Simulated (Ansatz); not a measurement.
# Br (Cmce) in Ansatz: further runs

Runs on Br. Level: PBE. Tasks: single point.

Program: Ansatz 0.2.0. These are calculated values, not measurements. Logs are shortened: lines on timing, memory, paths and dates and some standing lists are left out, and cuts for length are marked.

**1. The crystal as given**

The structure is orthorhombic, space group Cmce (No. 64). Conventional cell: a = 6.726 Å, b = 4.645 Å, c = 8.702 Å, α = 90.00°, β = 90.00°, γ = 90.00°. Br (site symmetry m) is surrounded by 1 Br at 2.29 Å.

**2. Single point, PBE, 31.95 Å³/atom (volume scaled by 0.94)**

input.yaml reads:

```yaml
crystal:
  lattice:
    - [3.2945929801, -2.2751377168, 0.0]
    - [3.2945929801, 2.2751377168, 0.0]
    - [0.0, 0.0, 8.5246521939]
  atoms:
    - { symbol: Br, position: [0.3651, 0.6349, 0.3901] }
    - { symbol: Br, position: [0.1349, 0.8651, 0.8901] }
    - { symbol: Br, position: [0.6349, 0.3651, 0.6099] }
    - { symbol: Br, position: [0.8651, 0.1349, 0.1099] }
kpoints:
  mp_grid: { grid: [7, 7, 3] }
scf:
  occupations: { method: fermi_dirac, width: 0.05 }
hamiltonian:
  xc: pbe
  pseudopotentials: { kind: all_electron, lapw: { basis_error: 0.001 } }
output:
  forces: true
  stress: true
  eigenvalues: true
```

Potentials or basis: all-electron LAPW, scalar-relativistic.

On the command line:

```
> ansatz run input.yaml --threads 2 --pin off --max-ram 6144MiB --backend cpu --events-out ev --progress --plain --runs-dir out
```

The program printed:

```text
Warning: RAYON_NUM_THREADS=2 ignored (pool sized by the plan → 2); use --threads N
LAPW: plane waves up to 9.836 Å⁻¹, error target 1.0e-3 eV per atom; small_component_spin mean_spin; Br in spheres of 1.120 Å, 25 of its electrons in bands, Dirac shells [] (how accurate: hamiltonian.pseudopotentials.lapw.basis_error, Limitations)
Engine: ansatz 0.2.0, x86_64-unknown-linux-gnu
Pseudopotentials: kind: all_electron
Pseudopotential: Br, LAPW, valence charge 25, lapw/all_electron/scalar/gaussian/Br, Koelling and Harmon's equation, gaussian nucleus
Functional definition: PBE
  parameter kappa = 0.804
  parameter beta = 0.06672455060314922
  exchange = pbe_x(kappa = kappa, mu = beta*pi^2/3)
  correlation = pbe_c(beta = beta)
Crystal: 4 atoms, lattice volume = 127.796 Å³
Basis set: ecut = 368.6055200949183 eV, 2055 PW (Γ), exchange–correlation at level 2
Bands: 60, of which v1, the nominal top of the filled ones, is band 50 counted from 1 (49 counted from 0)
Symmetry: 8 space group operations
Space group: Cmce (ITA 64), of the structure as read, at distance tolerance 5.0e-5 Å
k-points: 32 of 147
Non-local potential: Br, projectors of the file, none
Initial density: superposition of atomic densities (chi_scale 0.1, normalization cell)
Initial wavefunctions: plane waves of lowest kinetic energy (no species holds an atomic orbital)
Functional: x = pbe(κ = 0.804, μ = 0.2195149727645171), c = pbe(β = 0.06672455060314922)
iter 1 solved again at ethr=7.28e-4 eV; its pass at ethr=1.00e-1 eV (dr2=7.28e-1 eV) is discarded
SCF iter   1: F=—  HF=-283700.651890 eV  |F-HF|=—  |Δ(HF+E_count)|=         —  Δρ=2.63e-2  dr2=7.28e-1  ethr=7.28e-4  ⟨swp⟩=2.1  Hψ=11951  notcnv=0
preconditioner: auto → Resta (q_TF=auto, 2.619 Å⁻¹)  ε∞=2.7  [insulator: Δε(μ)=2.404 eV  Ē_g=13.498 eV  σ=0.050 eV  W_gap=1.00  n_scr=36 (ndim 8)  ℏωp=17.4 eV  f_vac=0.308  D(μ)=0.00/eV (n_scr^D=0)  ε∞_Penn≈2.7]
SCF iter   2: F=—  HF=-283700.352116 eV  |F-HF|=—  |Δ(HF+E_count)|=   3.00e-1  Δρ=1.37e-2  dr2=2.06e-1  ethr=7.28e-4  ⟨swp⟩=2.1  Hψ=5526  notcnv=0
iter 3 solved again at ethr=4.36e-6 eV; its pass at ethr=2.06e-4 eV (dr2=4.36e-3 eV) is discarded
SCF iter   3: F=—  HF=-283700.270961 eV  |F-HF|=—  |Δ(HF+E_count)|=   8.12e-2  Δρ=1.80e-3  dr2=4.35e-3  ethr=4.36e-6  ⟨swp⟩=2.0  Hψ=9647  notcnv=0
SCF iter   4: F=—  HF=-283700.277341 eV  |F-HF|=—  |Δ(HF+E_count)|=         —  Δρ=5.47e-4  dr2=5.09e-4  ethr=4.35e-6  ⟨swp⟩=2.5  Hψ=5227  notcnv=0
the basis was enlarged: its passes take 735.6 KiB over the memory plan, 2 of 2 planned eigensolver slots
SCF iter   5: F=—  HF=-283700.277306 eV  |F-HF|=—  |Δ(HF+E_count)|=   3.55e-5  Δρ=1.19e-4  dr2=2.44e-5  ethr=5.09e-7  ⟨swp⟩=3.0  Hψ=5506  notcnv=0
SCF iter   6: F=—  HF=-283700.277317 eV  |F-HF|=—  |Δ(HF+E_count)|=   1.07e-5  Δρ=4.85e-5  dr2=3.49e-6  ethr=2.44e-8  ⟨swp⟩=3.0  Hψ=5511  notcnv=0
SCF iter   7: F=—  HF=-283700.277321 eV  |F-HF|=—  |Δ(HF+E_count)|=   4.36e-6  Δρ=2.44e-5  dr2=9.12e-7  ethr=3.49e-9  ⟨swp⟩=3.0  Hψ=5530  notcnv=0
SCF iter   8: F=—  HF=-283700.277322 eV  |F-HF|=—  |Δ(HF+E_count)|=   1.20e-6  Δρ=1.14e-5  dr2=1.95e-7  ethr=9.12e-10  ⟨swp⟩=3.0  Hψ=5528  notcnv=0
SCF iter   9: F=-283700.277322 eV  HF=-283700.277322 eV  |F-HF|=1.57e-8  |Δ(HF+E_count)|=   3.00e-7  Δρ=2.72e-6  dr2=1.23e-8  ethr=1.95e-10  ⟨swp⟩=3.0  Hψ=5589  notcnv=0
SCF 1 converged in 9 iterations: F = -283700.277322 eV  dr2 = 1.23e-8
the search or the solves at the SCF's close seem to have found levels that the self-consistency loop had missed (the run counts 1). By its estimate they hold under 1e-12 electrons; where the run keeps them, the occupations were computed again with them
SCF converged after 9 iterations
Free energy (F): -283700.277322 eV
Harris-Foulkes:  -283700.277322 eV  (|F-HF|=1.57e-8)
Internal energy: -283700.277322 eV  (E = F + TS)
E sigma→0 (E₀):  -283700.277322 eV
Fermi energy:    5.223306 eV
--- Per-component energies (eV) ---
  E_band       = -8028.426666
  E_kinetic    = 290838.303503
  E_xc         = -10043.320573
  E_electrostatic = -564495.260252  (all electrons and nuclei)
  E_smearing   = -0.000000  (= −TS)
  E_closure    = 0.000000  (closes the sum)
  E_atoms      = -283694.111676  (free atoms, spherical and without spin; not in F)
  Σ components = -283700.277322   (vs F -283700.277322, Δ=0.00e0)
  Basis errors (estimates in eV, not in F): energy 5.7e-4 per atom: plane waves 5.4e-4 (3.1e-4 summed), levels above the bands 2.0e-84, relativity 7.0e-8, radial functions 3.1e-5, core shells 7.6e-10; eigenvalues (radial functions only) 5.3e-7; not estimated: angular momenta, meshes, grids; target (lapw.basis_error) 1.0e-3; muffin-tin radii Br 1.120 Å
--- Forces (eV/Å), atoms counted from 1 ---
  atom   1  Br     0.00000000     0.86728810    -1.39745349
  atom   2  Br     0.00000000    -0.86728810    -1.39745349
  atom   3  Br     0.00000000    -0.86728810     1.39745349
  atom   4  Br     0.00000000     0.86728810     1.39745349
  max |Σ_I F_I| component: 1.39e-17 eV/Å
--- Stress (GPa, compression-positive) ---
        1.723940       0.000000       0.000000
        0.000000       3.370612       0.000000
        0.000000       0.000000       7.132538
  P = ⅓ Tr σ = 4.0757 GPa (40.757 kbar)
--- Band table (eV; the first three rows and the last of 32) ---
  k-point 0: bands = ["-227.5923", "-227.5923", "-227.5920", "-227.5920", "-163.2808", "-163.2808", "-163.2774", "-163.2774", "-162.8894", "-162.8894", "-162.8892", "-162.8892", "-162.8528", "-162.8528", "-162.8526", "-162.8526", "-56.5437", "-56.5432", "-56.4718", "-56.4712", "-56.4246", "-56.4243", "-56.4042", "-56.4039", "-56.3970", "-56.3970", "-56.3767", "-56.3766", "-56.0962", "-56.0962", "-56.0958", "-56.0957", "-56.0944", "-56.0943", "-56.0938", "-56.0937", "-12.1325", "-11.7786", "-9.0386", "-8.2368", "-1.0485", "0.1040", "1.8321", "1.8367", "2.3511", "2.3919", "3.1321", "3.7659", "4.0736", "4.1292", "6.2599", "7.0339", "10.2103", "10.7586", "11.4039", "13.0794", "13.3679", "13.3889", "14.4736", "14.7169"]
  k-point 1: bands = ["-227.5923", "-227.5923", "-227.5920", "-227.5920", "-163.2808", "-163.2808", "-163.2774", "-163.2774", "-162.8894", "-162.8894", "-162.8892", "-162.8892", "-162.8528", "-162.8528", "-162.8526", "-162.8526", "-56.5436", "-56.5433", "-56.4716", "-56.4714", "-56.4246", "-56.4244", "-56.4042", "-56.4040", "-56.3970", "-56.3970", "-56.3766", "-56.3766", "-56.0962", "-56.0962", "-56.0957", "-56.0957", "-56.0944", "-56.0943", "-56.0938", "-56.0937", "-12.0555", "-11.8805", "-8.8330", "-8.4347", "-0.8106", "-0.2637", "1.9929", "2.0843", "2.3613", "2.3817", "3.1191", "3.4907", "4.0873", "4.1150", "6.3089", "6.6841", "10.6489", "10.9755", "11.9414", "12.9258", "13.0402", "13.1635", "14.9072", "14.9933"]
  k-point 2: bands = ["-227.5923", "-227.5923", "-227.5920", "-227.5920", "-163.2808", "-163.2808", "-163.2774", "-163.2774", "-162.8894", "-162.8894", "-162.8892", "-162.8892", "-162.8528", "-162.8528", "-162.8526", "-162.8526", "-56.5437", "-56.5432", "-56.4717", "-56.4713", "-56.4246", "-56.4243", "-56.4042", "-56.4039", "-56.3970", "-56.3970", "-56.3766", "-56.3766", "-56.0962", "-56.0962", "-56.0958", "-56.0957", "-56.0944", "-56.0943", "-56.0938", "-56.0937", "-12.0845", "-11.7618", "-8.9997", "-8.2813", "-1.0513", "0.0010", "1.5442", "1.6451", "2.2035", "2.2313", "3.3708", "3.8707", "3.9945", "4.0537", "6.2543", "6.9729", "10.6844", "11.0528", "11.8428", "13.0014", "13.0101", "13.4893", "14.2729", "15.0264"]
  k-point 31: bands = ["-227.5923", "-227.5923", "-227.5920", "-227.5920", "-163.2808", "-163.2808", "-163.2774", "-163.2774", "-162.8894", "-162.8894", "-162.8892", "-162.8892", "-162.8528", "-162.8528", "-162.8526", "-162.8526", "-56.5435", "-56.5433", "-56.4716", "-56.4714", "-56.4245", "-56.4244", "-56.4041", "-56.4040", "-56.3970", "-56.3970", "-56.3766", "-56.3766", "-56.0962", "-56.0961", "-56.0957", "-56.0957", "-56.0944", "-56.0943", "-56.0938", "-56.0937", "-11.7917", "-11.6726", "-8.6726", "-8.4256", "-0.7150", "-0.4362", "0.4211", "0.7782", "1.3175", "1.6231", "3.1161", "3.1310", "3.5650", "3.8198", "6.3500", "6.5531", "11.9893", "12.1004", "12.8117", "13.0317", "13.6224", "14.1979", "15.3654", "15.6503"]
```

Wall time 22 s (2 threads of Intel Xeon 6975P-C (Granite Rapids), shared host); peak memory 0.67 GiB.

What came out:

| Quantity | Value |
| --- | --- |
| Free energy | -283700.2773 eV |
| Pressure | 4.1 GPa |
| Largest force | 1.645 eV/Å |
| Band gap on the k mesh | 2.11 eV, indirect (least direct gap 2.13 eV) |

Caveat: an odd mesh through Γ misses points on the zone boundary, where band edges often lie; forces of over 1 eV/Å show positions far from the minimum, so gaps and moduli don't describe the material at rest.

**3. Single point, PBE, 32.63 Å³/atom (volume scaled by 0.96)**

Changes to input.yaml since step 2:

```diff
@@ -2,5 +2,5 @@
   lattice:
-    - [3.2945929801, -2.2751377168, 0.0]
-    - [3.2945929801, 2.2751377168, 0.0]
-    - [0.0, 0.0, 8.5246521939]
+    - [3.3177951036, -2.2911603413, 0.0]
+    - [3.3177951036, 2.2911603413, 0.0]
+    - [0.0, 0.0, 8.5846869338]
   atoms:
```

Potentials or basis: all-electron LAPW, scalar-relativistic.

On the command line:

```
> ansatz run input.yaml --threads 2 --pin off --max-ram 6144MiB --backend cpu --events-out ev --progress --plain --runs-dir out
```

It took 24 s on 2 threads of Intel Xeon 6975P-C (Granite Rapids), shared host; peak memory 0.64 GiB.

Results (log left out):

* Free energy: -283700.3393 eV
* Pressure: 3.2 GPa
* Largest force: 1.366 eV/Å
* Band gap on the k mesh: 2.04 eV, indirect (least direct gap 2.06 eV)

Caveat: an odd mesh through Γ misses points on the zone boundary, where band edges often lie; forces of over 1 eV/Å show positions far from the minimum, so gaps and moduli don't describe the material at rest.

**4. Single point, PBE, 33.31 Å³/atom (volume scaled by 0.98)**

Changes to input.yaml since step 3:

```diff
@@ -2,5 +2,5 @@
   lattice:
-    - [3.3177951036, -2.2911603413, 0.0]
-    - [3.3177951036, 2.2911603413, 0.0]
-    - [0.0, 0.0, 8.5846869338]
+    - [3.3406771722, -2.3069619464, 0.0]
+    - [3.3406771722, 2.3069619464, 0.0]
+    - [0.0, 0.0, 8.6438935422]
   atoms:
```

On the command line:

```
> ansatz run input.yaml --threads 2 --pin off --max-ram 6144MiB --backend cpu --events-out ev --progress --plain --runs-dir out
```

Wall time 20 s (2 threads of Intel Xeon 6975P-C (Granite Rapids), shared host); peak memory 0.63 GiB.

The run converged. Its results:

| Item | Value |
| --- | --- |
| Free energy | -283700.3880 eV |
| Pressure | 2.5 GPa |
| Largest force | 1.108 eV/Å |
| Band gap on the k mesh | 1.98 eV, indirect (least direct gap 1.99 eV) |

Caveat: an odd mesh through Γ misses points on the zone boundary, where band edges often lie; forces of over 1 eV/Å show positions far from the minimum, so gaps and moduli don't describe the material at rest.

**5. Single point, PBE, 33.99 Å³/atom**

Changes to input.yaml since step 4:

```diff
@@ -2,5 +2,5 @@
   lattice:
-    - [3.3406771722, -2.3069619464, 0.0]
-    - [3.3406771722, 2.3069619464, 0.0]
-    - [0.0, 0.0, 8.6438935422]
+    - [3.36325, -2.32255, 0.0]
+    - [3.36325, 2.32255, 0.0]
+    - [0.0, 0.0, 8.7023]
   atoms:
```

On the command line:

```
> ansatz run input.yaml --threads 2 --pin off --max-ram 6144MiB --backend cpu --events-out ev --progress --plain --runs-dir out
```

It took 20 s on 2 threads of Intel Xeon 6975P-C (Granite Rapids), shared host; peak memory 0.63 GiB.

It converged, with:

| Item | Value |
| --- | --- |
| Free energy | -283700.4247 eV |
| Pressure | 1.8 GPa |
| Largest force | 0.868 eV/Å |
| Band gap on the k mesh | 1.91 eV, indirect (least direct gap 1.93 eV) |

Caveat: an odd mesh through Γ misses points on the zone boundary, where band edges often lie.

**6. Single point, PBE, 34.67 Å³/atom (volume scaled by 1.02)**

Changes to input.yaml since step 5:

```diff
@@ -2,5 +2,5 @@
   lattice:
-    - [3.36325, -2.32255, 0.0]
-    - [3.36325, 2.32255, 0.0]
-    - [0.0, 0.0, 8.7023]
+    - [3.3855238279, -2.3379315741, 0.0]
+    - [3.3855238279, 2.3379315741, 0.0]
+    - [0.0, 0.0, 8.7599328054]
   atoms:
```

Potentials or basis: all-electron LAPW, scalar-relativistic.

On the command line:

```
> ansatz run input.yaml --threads 2 --pin off --max-ram 6144MiB --backend cpu --events-out ev --progress --plain --runs-dir out
```

It took 23 s on 2 threads of Intel Xeon 6975P-C (Granite Rapids), shared host; peak memory 0.63 GiB.

Results (log left out):

- Free energy: -283700.4507 eV
- Pressure: 1.2 GPa
- Largest force: 0.646 eV/Å
- Band gap on the k mesh: 1.85 eV, indirect (least direct gap 1.87 eV)

Caveat: an odd mesh through Γ misses points on the zone boundary, where band edges often lie.

**7. Single point, PBE, 35.35 Å³/atom (volume scaled by 1.04)**

Changes to input.yaml since step 6:

```diff
@@ -2,5 +2,5 @@
   lattice:
-    - [3.3855238279, -2.3379315741, 0.0]
-    - [3.3855238279, 2.3379315741, 0.0]
-    - [0.0, 0.0, 8.7599328054]
+    - [3.4075083649, -2.3531133733, 0.0]
+    - [3.4075083649, 2.3531133733, 0.0]
+    - [0.0, 0.0, 8.8168170799]
   atoms:
```

On the command line:

```
> ansatz run input.yaml --threads 2 --pin off --max-ram 6144MiB --backend cpu --events-out ev --progress --plain --runs-dir out
```

Run time: 20 s. Hardware: 2 threads of Intel Xeon 6975P-C (Granite Rapids), shared host; peak memory 0.63 GiB.

It converged, with:

```yaml
Free_energy: -283700.4671 eV
Pressure: 0.7 GPa
Largest_force: 0.442 eV/Å
Band_gap_on_the_k_mesh: 1.79 eV, indirect (least direct gap 1.81 eV)
```

Caveat: an odd mesh through Γ misses points on the zone boundary, where band edges often lie.

**8. Single point, PBE, 36.03 Å³/atom (volume scaled by 1.06)**

Changes to input.yaml since step 7:

```diff
@@ -2,5 +2,5 @@
   lattice:
-    - [3.4075083649, -2.3531133733, 0.0]
-    - [3.4075083649, 2.3531133733, 0.0]
-    - [0.0, 0.0, 8.8168170799]
+    - [3.429212825, -2.3681017607, 0.0]
+    - [3.429212825, 2.3681017607, 0.0]
+    - [0.0, 0.0, 8.8729766646]
   atoms:
```

On the command line:

```
> ansatz run input.yaml --threads 2 --pin off --max-ram 6144MiB --backend cpu --events-out ev --progress --plain --runs-dir out
```

Run time: 22 s. Hardware: 2 threads of Intel Xeon 6975P-C (Granite Rapids), shared host; peak memory 0.62 GiB.

Results (log left out):

| Item | Value |
| --- | --- |
| Free energy | -283700.4749 eV |
| Pressure | 0.2 GPa |
| Largest force | 0.257 eV/Å |
| Band gap on the k mesh | 1.73 eV, indirect (least direct gap 1.75 eV) |

Caveat: an odd mesh through Γ misses points on the zone boundary, where band edges often lie.
